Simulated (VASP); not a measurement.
# Te2Mo in VASP: notebook

Runs on Te2Mo. Level: PBE0. Tasks: single point.

Program: VASP 6.6.1. These are calculated values, not measurements. Logs are shortened: lines on timing, memory, paths and dates and some standing lists are left out, and cuts for length are marked.

## Step 1: Starting point

The cell holds a slab with vacuum, 3 atoms: a = 3.560 Å, b = 3.560 Å, c = 17.524 Å, α = 90.00°, β = 90.00°, γ = 120.00°.

## Step 2: Single point, PBE0

POSCAR reads:

```
Te2Mo
1.0
    3.5602328140      0.0000000000      0.0000000000
   -1.7801164070      3.0832520603      0.0000000000
    0.0000000000      0.0000000000     17.5240578200
Te Mo
2 1
Direct
    0.3333333333      0.6666666667      0.1021445500
    0.3333333333      0.6666666667      0.8978554500
    0.0000000000      0.0000000000      0.0000000000
```

INCAR.step1 reads:

```
SYSTEM = Te2Mo
ALGO = Normal
EDIFF = 1E-5
ENCUT = 400
GGA = PE
ISIF = 2
ISMEAR = 0
LASPH = .TRUE.
LCHARG = .FALSE.
LREAL = .FALSE.
LWAVE = .TRUE.
NBANDS = 21
NELM = 100
NKRED = 1
PREC = Accurate
SIGMA = 0.01
```

INCAR.step2 reads:

```
SYSTEM = Te2Mo
AEXX = 0.25
ALGO = Normal
EDIFF = 1E-6
ENCUT = 400
GGA = PE
ISIF = 2
ISMEAR = 0
ISTART = 1
LASPH = .TRUE.
LCHARG = .FALSE.
LHFCALC = .TRUE.
LREAL = .FALSE.
LWAVE = .FALSE.
NBANDS = 21
NELM = 100
NKRED = 1
PREC = Accurate
PRECFOCK = Fast
SIGMA = 0.01
```

KPOINTS reads:

```
k-points
0
G
  4 4 1
  0 0 0
```

Potentials or basis: VASP PAW PBE potentials, release 64 (Te, Mo_sv).

On the command line:

```console
> cat potpaw_PBE.64/Te/POTCAR potpaw_PBE.64/Mo_sv/POTCAR > POTCAR
> cp INCAR.step1 INCAR
> mpirun -np 1 vasp_std > vasp.out
> cp INCAR.step2 INCAR
> mpirun -np 1 vasp_std > vasp.out
```

OUTCAR:

```text
SYSTEM = Te2Mo
   AEXX = 0.25
   EDIFF = 1E-6
   ENCUT = 400
   GGA = PE
   ISIF = 2
   ISMEAR = 0
   ISTART = 1
   LASPH = .TRUE.
   LHFCALC = .TRUE.
   LREAL = .FALSE.
   NELM = 100
   NKRED = 1
   PREC = Accurate
   PRECFOCK = Fast

 Found      4 irreducible k-points:

 Following reciprocal coordinates:
            Coordinates               Weight
  0.000000  0.000000  0.000000      1.000000
  0.250000  0.000000  0.000000      6.000000
  0.500000  0.000000  0.000000      3.000000
  0.250000  0.250000  0.000000      6.000000
   k-points           NKPTS =      4   k-points in BZ     NKDIM =     16   number of bands    NBANDS=     21
   number of dos      NEDOS =    301   number of ions     NIONS =      3
   total plane-waves  NPLWV =  69120
   dimension x,y,z NGX =    24 NGY =   24 NGZ =  120
   dimension x,y,z NGXF=    48 NGYF=   48 NGZF=  240
   ions per type =               2   1
   NGX,Y,Z   is equivalent  to a cutoff of  11.21, 11.21, 11.38 a.u.
   NGXF,Y,Z  is equivalent  to a cutoff of  22.41, 22.41, 22.77 a.u.
 SYSTEM =  Te2Mo
   PREC   = accura    normal or accurate (medium, high low for compatibility)
   ISTART =      1    job   : 0-new  1-cont  2-samecut
   ICHARG =      0    charge: 1-file 2-atom 10-const
   ISPIN  =      1    spin polarized calculation?
   LNONCOLLINEAR =      F non collinear calculations
   LSORBIT =      F    spin-orbit coupling
   LASPH  =      T    aspherical Exc in radial PAW
   ENCUT  =  400.0 eV  29.40 Ry    5.42 a.u.   5.81  5.81 28.58*2*pi/ulx,y,z
   NELM   =    100;   NELMIN=  2; NELMDL=  0     # of ELM steps
   EDIFF  = 0.1E-05   stopping-criterion for ELM
   LREAL  =      F    real-space projection
   EDIFFG = 0.1E-04   stopping-criterion for IOM
   NSW    =      0    number of steps for IOM
   IBRION =     -1    ionic relax: 0-MD 1-quasi-New 2-CG
   NFREE  =      0    steps in history (QN), initial steepest desc. (CG)
   ISIF   =      2    stress and relaxation
   ISYM   =      3    0-nonsym 1-usesym 2-fastsym
   POTIM  = 0.5000    time-step for ionic-motion
   TEBEG  =    0.0;   TEEND  =   0.0 temperature during run
   PSTRESS=    0.0 pullay stress
   NELECT =      26.0000    total number of electrons
   NUPDOWN=      -1.0000    fix difference up-down
   EMIN   =  10.00;   EMAX   =-10.00  energy-range for DOS
   EFERMI =   0.00;   METHOD = LEGACY
   ISMEAR =     0;   SIGMA  =   0.01  broadening in eV -4-tet -1-fermi 0-gaus
   EFERMI_NEDOS =   21; number of points for ismear=-14 and -15
   IALGO  =     38    algorithm
   IMIX   =      1    mixing-type and parameters
     AMIX     =   0.40;   BMIX     =  1.00
     AMIX_MAG =   1.60;   BMIX_MAG =  1.00
  volume/ion in A,a.u.               =      64.12       432.71
  Fermi-wavevector in a.u.,A,eV,Ry     =   0.840153  1.587660  9.603777  0.705858
  Thomas-Fermi vector in A             =   1.954489
   LORBIT       =      0    0 simple, 1 ext, 2 COOP (PROOUT), +10 PAW based schemes
   GGA     = PE    functional components
   LHFCALC =     T    Hartree Fock is set to
   PRECFOCK=fast      Normal, Fast or Accurate (Low or Medium for compatibility)
   ENCUT4O =  -1.0   cutoff for four orbital integrals eV
   NKREDX  =     1    reduce k-point grid by
   NKREDY  =     1    reduce k-point grid by
   NKREDZ  =     1    reduce k-point grid by
   AEXX    =    0.2500 exact exchange contribution
   HFSCREEN=    0.0000 screening length (either q_TF or 0.3 A-1)
   HFSCREENC=   0.0000 screening length for correlation (either q_TF or 0.3 A-1)
   ENCUTFOCK=  -1.0 apply spherical cutoff to Coloumb kernel
   IVDW    =     0    specifies the selected vdW correction
   LEPSILON=     F    determine dielectric tensor
   LRPA    =     F    only Hartree local field effects (RPA)
 non-spin polarized calculation
 Gauss-broadening in eV      SIGMA  =   0.01
  energy-cutoff  :      400.00
  volume of cell :      192.36
 maximum number of plane-waves:      3514
 NGX is ok and might be reduce to    24
  NGX = 14; NGY = 14; NGZ = 70

 number of electron      25.9999995 magnetization

 Free energy of the ion-electron system (eV)
  ---------------------------------------------------
  ext. energy  EPLUGINS =         0.00000000
  ---------------------------------------------------
  free energy    TOTEN  =       -24.12786976 eV

  energy without entropy =      -24.12786976  energy(sigma->0) =      -24.12786976

 E-fermi :  -0.7702     XC(G=0):  -3.7000

 val. band max:       -0.9521677719   @ k =   0.2500   0.2500   0.0000
 cond. band min:       2.0384782861   @ k =   0.5000   0.0000   0.0000
 fundamental gap:      2.9906460579
 Fermi energy:        -0.7702136820

 k-point     1 :       0.0000    0.0000    0.0000
  band No.  band energies     occupation
      1     -65.3772      2.00000
      2     -38.0906      2.00000
      3     -37.9843      2.00000
      4     -37.9843      2.00000
      5     -14.4595      2.00000
      6     -13.3470      2.00000
      7      -6.2000      2.00000
      8      -2.6300      2.00000
      9      -2.6300      2.00000
     10      -2.4843      2.00000
     11      -1.6308      2.00000
     12      -1.6308      2.00000
     13      -1.0247      2.00000
     14       3.8194      0.00000
     15       3.8194      0.00000
     16       4.1711      0.00000
     17       4.1711      0.00000
     18       4.6313      0.00000
     19       5.1310      0.00000
     20       5.9663      0.00000
     21       7.0196      0.00000

 k-point     2 :       0.2500    0.0000    0.0000
  band No.  band energies     occupation
      1     -65.3715      2.00000
      2     -38.0763      2.00000
      3     -38.0636      2.00000
      4     -38.0042      2.00000
      5     -13.5898      2.00000
      6     -12.7649      2.00000
      7      -5.3849      2.00000
      8      -4.2669      2.00000
      9      -3.8874      2.00000
     10      -2.5535      2.00000
     11      -1.8905      2.00000
     12      -1.8848      2.00000
     13      -1.4637      2.00000
     14       2.2021      0.00000
     15       2.8298      0.00000
     16       2.9405      0.00000
     17       4.3654      0.00000
     18       5.6002      0.00000
     19       6.1285      0.00000
     20       6.8777      0.00000
     21       7.8526      0.00000

 k-point     3 :       0.5000    0.0000    0.0000
  band No.  band energies     occupation
      1     -65.3657      2.00000
      2     -38.1436      2.00000
      3     -38.0601      2.00000
      4     -38.0248      2.00000
      5     -12.3177      2.00000
      6     -11.9555      2.00000
      7      -6.6518      2.00000
      8      -5.6359      2.00000
      9      -4.4178      2.00000
     10      -3.2552      2.00000
     11      -2.4384      2.00000
     12      -1.4474      2.00000
     13      -1.0504      2.00000
     14       2.0385      0.00000
     15       2.4652      0.00000
     16       4.1290      0.00000
     17       4.5819      0.00000
     18       4.7975      0.00000
     19       6.7606      0.00000
     20       7.3911      0.00000
     21       7.5797      0.00000

 k-point     4 :       0.2500    0.2500    0.0000
  band No.  band energies     occupation
      1     -65.3657      2.00000
      2     -38.1138      2.00000
      3     -38.0609      2.00000
      4     -38.0527      2.00000
      5     -12.3818      2.00000
      6     -11.9695      2.00000
      7      -5.7708      2.00000
      8      -5.2359      2.00000
      9      -4.1534      2.00000
     10      -3.8199      2.00000
     11      -3.5666      2.00000
     12      -2.2077      2.00000
     13      -0.9522      2.00000
     14       2.0550      0.00000
     15       2.4921      0.00000
     16       2.8244      0.00000
     17       4.5779      0.00000
     18       6.3293      0.00000
     19       7.1900      0.00000
     20       7.6176      0.00000
     21       7.7003      0.00000

------------------------ aborting loop because EDIFF is reached ----------------------------------------

  FORCE on cell =-STRESS in cart. coord.  units (eV):
  Direction    XX          YY          ZZ          XY          YZ          ZX
  --------------------------------------------------------------------------------------
  -------------------------------------------------------------------------------------
  Total       -1.7992929     -1.7992929     -1.2899215     -0.0000000      0.0000000     -0.0000000
  in kB      -14.9861594    -14.9861594    -10.7436476     -0.0000000      0.0000000     -0.0000000
  external PRESSURE =     -13.5719888 kB  Pullay stress =       0.0000000 kB

 VOLUME and BASIS-vectors are now :
 -----------------------------------------------------------------------------
  energy-cutoff  :      400.00
  volume of cell :      192.36
      direct lattice vectors                 reciprocal lattice vectors
     3.560232814  0.000000000  0.000000000     0.280880508  0.162166437  0.000000000
    -1.780116407  3.083252060  0.000000000     0.000000000  0.324332873  0.000000000
     0.000000000  0.000000000 17.524057820     0.000000000  0.000000000  0.057064409

 POSITION                                       TOTAL-FORCE (eV/Angst)
 -----------------------------------------------------------------------------------
     -0.00000      2.05550      1.78999         0.000000     -0.000000     -0.312307
     -0.00000      2.05550     15.73407        -0.000000      0.000000      0.312307
      0.00000      0.00000      0.00000        -0.000000     -0.000000      0.000000
 -----------------------------------------------------------------------------------
    total drift:                               -0.000000      0.000000      0.000001

  FREE ENERGIE OF THE ION-ELECTRON SYSTEM (eV)
  ---------------------------------------------------
  free  energy   TOTEN  =       -24.1278697648 eV

  energy  without entropy=      -24.1278697648  energy(sigma->0) =      -24.12786976
```

Run time: 73 s. Hardware: 1 thread of AMD EPYC 9R45 (Zen 5), shared host; peak memory 0.22 GiB.

The run converged, but some of its settings lie outside the range that counts as converged, so its numbers aren't taken as properties of the slab.

What came out:

```yaml
Free_energy: -24.1279 eV
Largest_force: 0.312 eV/Å
Band_gap_on_the_k_mesh: 2.99 eV, indirect (least direct gap 3.01 eV)
```

Caveat: the k mesh is coarse (spacing up to 0.51 Å⁻¹), so the values aren't converged, least of all with exact exchange; the PAW data sets were made with another functional, which shifts forces and pressure a little; spin-orbit coupling is left out, which moves the levels of the heavy elements.

(Continued in part 2 of 2.)
